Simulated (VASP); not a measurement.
# Th2SbN2: electric field gradients, part 2 of 2

Aim: the field gradients that the nuclei of Th2SbN2 feel, by functional. The cell has space group I4/mmm. The start is a cell from a database of measured crystal structures.

VASP 6.6.1, plane waves and PAW; the level of theory is named at each step.

So far. Step 2 (Local probes at LDA): The largest gradient is -310.3 V/Å², at Sb3.

**3. Local probes at r2SCAN**

This step: r2SCAN; plane waves and PAW (Th, Sb, N) (VASP 6.6.1).

Field gradients probe the charge near the nuclei, so LASPH is on and the cutoff is at least 1.4 times the default of the data sets; this run is at r2SCAN.

INCAR

```
SYSTEM = Th2SbN2
PREC = Accurate
ENCUT = 560
EDIFF = 1E-07
NELM = 100
ISMEAR = -1
SIGMA = 0.05
LREAL = .FALSE.
ALGO = Normal
METAGGA = R2SCAN
LASPH = .TRUE.
NBANDS = 25
LORBIT = 11
LWAVE = .FALSE.
LCHARG = .FALSE.
KPAR = 4
LEFG = .TRUE.
```

POSCAR

```
Th2SbN2
1.0
   -2.0245000000      2.0245000000      6.7850000000
    2.0245000000     -2.0245000000      6.7850000000
    2.0245000000      2.0245000000     -6.7850000000
Th Sb N
2 1 2
Direct
    0.6560000000      0.6560000000      0.0000000000
    0.3440000000      0.3440000000      0.0000000000
    0.0000000000      0.0000000000      0.0000000000
    0.7500000000      0.2500000000      0.5000000000
    0.2500000000      0.7500000000      0.5000000000
```

KPOINTS

```
Automatic mesh
0
Gamma
10 10 10
0 0 0
```

Potentials, in the order of the species: Th, Sb and N (PBE family, release 64).

On the command line:

```bash
> mpirun -np 4 vasp_std
```

The program printed:

```text
[banner, memory and clock lines left out]
running    4 mpi-ranks, on    1 nodes
 distrk:  each k-point on    1 cores,    4 groups
 distr:  one band on    1 cores,    1 groups

 POSCAR found type information on POSCAR ThSbN
 POSCAR found :  3 types and       5 ions
 [... a notice as in an earlier step ...]

 LDA part: xc-table for (None), standard interpolation
 POSCAR, INCAR and KPOINTS ok, starting setup
 FFT: planning ... GRIDC
 FFT: planning ... GRID_SOFT
 FFT: planning ... GRID
 WAVECAR not read
 entering main loop
       N       E                     dE             d eps       ncg     rms          rms(c)
DAV:   1     0.296936227023E+03    0.29694E+03   -0.17290E+04  5100   0.153E+03
DAV:   2    -0.126338473852E+03   -0.42327E+03   -0.41821E+03  6780   0.386E+02
DAV:   3    -0.214061426060E+03   -0.87723E+02   -0.85560E+02  7735   0.154E+02
DAV:   4    -0.219832516608E+03   -0.57711E+01   -0.57579E+01  8432   0.409E+01
DAV:   5    -0.220012082212E+03   -0.17957E+00   -0.17949E+00  8255   0.695E+00    0.511E+01
DAV:   6    -0.198296835839E+03    0.21715E+02   -0.56475E+01  7181   0.434E+01    0.296E+01
DAV:   7    -0.199385777075E+03   -0.10889E+01   -0.87371E+00  7255   0.181E+01    0.248E+01
DAV:   8    -0.199712210741E+03   -0.32643E+00   -0.50063E+00  6533   0.116E+01    0.654E+00
DAV:   9    -0.199408900248E+03    0.30331E+00   -0.40573E+00  6576   0.981E+00    0.182E+00
DAV:  10    -0.199372407227E+03    0.36493E-01   -0.31195E-01  7109   0.342E+00    0.274E+00
DAV:  11    -0.199368858229E+03    0.35490E-02   -0.47153E-02  7412   0.133E+00    0.812E-01
DAV:  12    -0.199368892012E+03   -0.33783E-04   -0.32428E-03  7471   0.382E-01    0.375E-01
DAV:  13    -0.199367712145E+03    0.11799E-02   -0.93296E-03  6861   0.473E-01    0.114E-01
DAV:  14    -0.199367777074E+03   -0.64930E-04   -0.73166E-04  6854   0.196E-01    0.202E-01
DAV:  15    -0.199367820682E+03   -0.43608E-04   -0.30444E-04  8575   0.931E-02    0.633E-02
DAV:  16    -0.199367771751E+03    0.48931E-04   -0.44031E-04  7131   0.103E-01    0.278E-02
DAV:  17    -0.199367772309E+03   -0.55836E-06   -0.40255E-05  7264   0.406E-02    0.926E-03
DAV:  18    -0.199367773544E+03   -0.12343E-05   -0.33244E-06  8526   0.109E-02    0.174E-02
DAV:  19    -0.199367772492E+03    0.10518E-05   -0.23230E-06  7142   0.764E-03    0.109E-03
DAV:  20    -0.199367772515E+03   -0.23241E-07   -0.30961E-07  5798   0.324E-03
ion   1
     0.0000000     0.0000000    -0.0000000     0.0043704     0.0000000     0.0000000
     0.0000714     0.0000000    -0.0000000     0.0043705     0.0000000     0.0000000
     0.0000984     0.0000000    -0.0000000     0.0043705     0.0000000     0.0000000
     0.0001354     0.0000000    -0.0000000     0.0043705     0.0000000     0.0000000
     0.0001865     0.0000000    -0.0000000     0.0043705     0.0000000     0.0000000

     0.0000000    -0.0000000    -0.0000000  -114.9252520    -0.0000000     0.0000000
     0.0000714    -0.0000000    -0.0000000  -114.6645582    -0.0000000     0.0000000
     0.0000984    -0.0000000    -0.0000000  -114.5491112    -0.0000000     0.0000000
     0.0001354    -0.0000000    -0.0000000  -114.3784911    -0.0000000     0.0000000
     0.0001865    -0.0000000    -0.0000000  -114.1274621    -0.0000000     0.0000000

ion   2
     0.0000000     0.0000000    -0.0000000     0.0043704     0.0000000     0.0000000
     0.0000714     0.0000000    -0.0000000     0.0043705     0.0000000     0.0000000
     0.0000984     0.0000000    -0.0000000     0.0043705     0.0000000     0.0000000
     0.0001354     0.0000000    -0.0000000     0.0043705     0.0000000     0.0000000
     0.0001865     0.0000000    -0.0000000     0.0043705     0.0000000     0.0000000

     0.0000000    -0.0000000    -0.0000000  -114.9252520    -0.0000000     0.0000000
     0.0000714    -0.0000000    -0.0000000  -114.6645582    -0.0000000     0.0000000
     0.0000984    -0.0000000    -0.0000000  -114.5491112    -0.0000000     0.0000000
     0.0001354    -0.0000000    -0.0000000  -114.3784911    -0.0000000     0.0000000
     0.0001865    -0.0000000    -0.0000000  -114.1274621    -0.0000000     0.0000000

ion   3
     0.0000000    -0.0000000     0.0000000     1.5106849     0.0000000    -0.0000000
     0.0000576    -0.0000000     0.0000000     1.5106849     0.0000000    -0.0000000
     0.0000793    -0.0000000     0.0000000     1.5106849     0.0000000    -0.0000000
     0.0001092    -0.0000000     0.0000000     1.5106849     0.0000000    -0.0000000
     0.0001504    -0.0000000     0.0000000     1.5106849     0.0000000    -0.0000000

     0.0000000    -0.0000000     0.0000000   265.8057325     0.0000000    -0.0000000
     0.0000576    -0.0000000     0.0000000   265.7513384     0.0000000    -0.0000000
     0.0000793    -0.0000000     0.0000000   265.7226173     0.0000000    -0.0000000
     0.0001092    -0.0000000     0.0000000   265.6770533     0.0000000    -0.0000000
     0.0001504    -0.0000000     0.0000000   265.6050763     0.0000000    -0.0000000

ion   4
     0.0000000     0.0000000    -0.0000000    -2.1306503    -0.0000000     0.0000000
     0.0000281     0.0000000    -0.0000000    -2.1306502    -0.0000000     0.0000000
     0.0000381     0.0000000    -0.0000000    -2.1306502    -0.0000000     0.0000000
     0.0000517     0.0000000    -0.0000000    -2.1306502    -0.0000000     0.0000000
     0.0000701     0.0000000    -0.0000000    -2.1306502    -0.0000000     0.0000000

     0.0000000     0.0000000    -0.0000000    -4.5943896    -0.0000000     0.0000000
     0.0000281     0.0000000    -0.0000000    -4.5943889    -0.0000000     0.0000000
     0.0000381     0.0000000    -0.0000000    -4.5943884    -0.0000000     0.0000000
     0.0000517     0.0000000    -0.0000000    -4.5943877    -0.0000000     0.0000000
     0.0000701     0.0000000    -0.0000000    -4.5943864    -0.0000000     0.0000000

ion   5
     0.0000000     0.0000000    -0.0000000    -2.1306503    -0.0000000     0.0000000
     0.0000281     0.0000000    -0.0000000    -2.1306502    -0.0000000     0.0000000
     0.0000381     0.0000000    -0.0000000    -2.1306502    -0.0000000     0.0000000
     0.0000517     0.0000000    -0.0000000    -2.1306502    -0.0000000     0.0000000
     0.0000701     0.0000000    -0.0000000    -2.1306502    -0.0000000     0.0000000

     0.0000000     0.0000000    -0.0000000    -4.5943896    -0.0000000     0.0000000
     0.0000281     0.0000000    -0.0000000    -4.5943889    -0.0000000     0.0000000
     0.0000381     0.0000000    -0.0000000    -4.5943884    -0.0000000     0.0000000
     0.0000517     0.0000000    -0.0000000    -4.5943877    -0.0000000     0.0000000
     0.0000701     0.0000000    -0.0000000    -4.5943864    -0.0000000     0.0000000

   1 F= -.19936777E+03 E0= -.19935628E+03  d E =-.229877E-01
```

It took 9.8 min on 4 MPI ranks of Intel Xeon 6975P-C (Granite Rapids), shared host; peak memory 3.2 GiB.

From OUTCAR (step 3):

```text
The static configuration has the point symmetry D_4h.

 Found    102 irreducible k-points:

   NELECT =      39.0000    total number of electrons

 E-fermi :   6.0428

 k-point     1 :       0.0000    0.0000    0.0000
  band No.  band energies     occupation
    ...
     14       3.3206      2.00000
     15       3.3206      2.00000
     16       4.7596      2.00000
     17       4.7596      2.00000
     18       5.7814      1.98932
     19       6.8215      0.00000
     20       6.8215      0.00000
     21       7.7062      0.00000
     22       8.5271      0.00000
     23       8.7816      0.00000
    ...

 k-point     2 :       0.1000    0.0000   -0.0000
  band No.  band energies     occupation
    ...
     14       3.3305      2.00000
     15       3.3336      2.00000
     16       4.6855      2.00000
     17       4.8259      2.00000
     18       5.7495      1.99435
     19       6.1893      0.10143
     20       6.8046      0.00000
     21       7.8598      0.00000
     22       8.7328      0.00000
     23       8.9216      0.00000
    ...

  Total       -2.7513712     -2.7513712     -3.7875059      0.0000000     -0.0000000      0.0000000
  in kB      -39.6291142    -39.6291142    -54.5529821      0.0000000     -0.0000000      0.0000000
  external PRESSURE =     -44.6037368 kB  Pullay stress =       0.0000000 kB

 POSITION                                       TOTAL-FORCE (eV/Angst)
 -----------------------------------------------------------------------------------
      0.00000      0.00000      8.90192        -0.000000     -0.000000      2.950021
      0.00000      0.00000      4.66808         0.000000      0.000000     -2.950021
      0.00000      0.00000      0.00000         0.000000      0.000000     -0.000000
     -0.00000      2.02450      3.39250         0.000000      0.000000     -0.000000
      2.02450     -0.00000      3.39250         0.000000      0.000000      0.000000
 -----------------------------------------------------------------------------------
    total drift:                               -0.000000     -0.000000      0.000000

  FREE ENERGIE OF THE ION-ELECTRON SYSTEM (eV)
  ---------------------------------------------------
  free  energy   TOTEN  =      -199.3677725151 eV

  energy  without entropy=     -199.3447848049  energy(sigma->0) =     -199.35627866

 Electric field gradients after diagonalization (V/A^2)
 (convention: |V_zz| > |V_xx| > |V_yy|)
----------------------------------------------------------------------
 ion       V_xx      V_yy      V_zz     asymmetry (V_yy - V_xx)/ V_zz
----------------------------------------------------------------------
   1     -72.573   -72.572   145.145       0.000
   2     -72.573   -72.572   145.145       0.000
   3     167.260   167.259  -334.519       0.000
   4      -2.594    -2.592     5.186       0.000
   5      -2.594    -2.592     5.186       0.000
----------------------------------------------------------------------

 total charge
# of ion       s       p       d       f       tot
--------------------------------------------------
    1        2.131   5.781   0.973   0.499   9.384
    2        2.131   5.781   0.973   0.499   9.384
    3        1.126   1.330   0.010   0.000   2.467
    4        1.273   2.463   0.000   0.000   3.737
    5        1.273   2.463   0.000   0.000   3.737
--------------------------------------------------
tot          7.935  17.819   1.956   0.998  28.708

[... 8 parts as in an earlier step ...]

[... 5 further parts left out ...]
```

The PAW data sets were made with PBE, which is usual practice but a small mismatch for other functionals.

Numbers from this step:

```
free energy (TOTEN)     : -199.3678 eV
energy at zero smearing : -199.3563 eV
Fermi energy            : 6.043 eV
pressure                : -4.460 GPa
```

Ordered as |Vzz| ≥ |Vxx| ≥ |Vyy|, the program's way. Electric field gradients, by row:

```
atom  Vxx (V/Å²)  Vyy (V/Å²)  Vzz (V/Å²)  asymmetry
 Th1      -72.57      -72.57       145.1          0
 Th2      -72.57      -72.57       145.1          0
 Sb3       167.3       167.3      -334.5          0
  N4      -2.594      -2.592       5.186          0
  N5      -2.594      -2.592       5.186          0
```

The largest gradient is -334.5 V/Å², at Sb3.

**4. Summary**

This step: electric field gradients, LDA, r2SCAN; plane waves and PAW (VASP 6.6.1).

Derived from the runs above.

Cost is wall time times ranks on a shared host. EFG, by row:

```csv
functional,Vzz Th1 (V/Å²),Vzz Sb3 (V/Å²),Vzz N4 (V/Å²),cost (core minutes)
LDA,147,-310.3,4.683,9
r2SCAN,145.1,-334.5,5.186,39.14
```

**5. Summary of results**

```json
{
  "LDA": "largest |Vzz| 310 V/Å²",
  "r2SCAN": "largest |Vzz| 335 V/Å²"
}
```

**Reading.** The largest field gradient is that at Sb3, Vzz = -310 V/Å² at LDA, with an asymmetry of 0.00. On that site the functionals span -335 to -310 V/Å², at costs of 9 to 39 core minutes. For isotopes with a quadrupole moment, the coupling follows from Vzz times that moment. Kohn-Sham core levels are too shallow against measured binding energies; only differences between inequivalent sites of one element, where there are any, carry meaning. The given cell is kept, although it stands at -9.4 GPa at LDA and ENCUT = 560 eV, which holds the mismatch of the given cell with this functional, any error of the entry itself and any basis-set error. The atoms weren't relaxed and carry forces of up to 3.1 eV/Å at LDA, so the numbers belong to the given coordinates, and a relaxation would change them. So large a force or stress means that the given cell is far from the equilibrium of this level, whether by faulty coordinates, another magnetic state or phase, or the functional; the values can't be taken for those of the compound at rest.

[Lines on the potential files, build, host, timing and source positions are cut from VASP's logs without a mark.]

[Logs are printed without paths, hosts, clocks, repeated set-up lines and the standing remarks that a program may print on its own settings, such as how far it seeks lower states.]

[Hosts, paths, dates, database ids (printed as entryN), source tags and the programs' standing remarks are cut or masked in the printed files.]
